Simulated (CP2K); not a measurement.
The system is W.

```
CELL_PARAMETERS angstrom
2.74070 0.00000 0.00000
-0.91357 2.58396 0.00000
-0.91357 -1.29198 2.23777
ATOMIC_POSITIONS crystal
W 0.00000 0.00000 0.00000
```

Base run:

- Program: CP2K 2026.2
- Functional: optB88-vdW
- Potentials or basis: POTENTIAL_UZH W GTH-PBE-q14; TZVP-MOLOPT-PBE-GTH basis
- Density cutoff: 9184 eV
- k mesh: 12 × 12 × 12
- Occupations: fermi-dirac, width 0.05 eV
- Spin: no spin polarisation

Its results: band gap on the k mesh none (metal or under the smearing width); pressure 4.6 GPa.

Problem. After a change of settings the same cell gave: band gap on the k mesh none (metal or under the smearing width); pressure -7.0 GPa. Which change was it?
A. functional from optB88-vdW to LDA
B. functional from optB88-vdW to PBEsol
C. functional from optB88-vdW to r2SCAN
D. functional from optB88-vdW to BLYP

Solution. A.

Caveats: the potentials were made for another functional, which shifts forces and pressure; the basis of atomic orbitals isn't converged, which shifts pressures, moduli and gaps.

Runs at the PBE level aren't shown here.
